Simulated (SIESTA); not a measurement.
NaF (Villiaumite):

```
Na F
1.0
     0.00000    2.32000    2.32000
     2.32000    0.00000    2.32000
     2.32000    2.32000    0.00000
Na F
1 1
Direct
  0.00000 0.00000 0.00000
  0.50000 0.50000 0.50000
```

Base run:

- Program: SIESTA 5.4.2
- Functional: vdW-DF-cx
- Potentials or basis: PseudoDojo 0.4 standard (PBE files)
- Basis: DZP (energy shift 0.003 Ry; two zetas on semicore shells)
- Grid cutoff: 800 Ry
- Energy shift: 0.003 Ry
- k mesh: 10 × 10 × 10
- Occupations: fermi-dirac, width 0.05 eV
- Spin: no spin polarisation

Its results: band gap on the k mesh 6.46 eV, direct; pressure 1.2 GPa.

Q: The run is repeated on the same cell with these changes: functional from vdW-DF-cx to PBE. What comes out?

A: Band gap on the k mesh 6.23 eV, direct; pressure 1.6 GPa.

Caveats: the basis of atomic orbitals isn't converged, which shifts pressures, moduli and gaps; the potentials were made for another functional, which shifts forces and pressure (some runs); the basis holds too few empty states to meet the f-sum rule, so the spectrum is short of weight at high energy (some runs).

Not every run made on this cell is shown here.
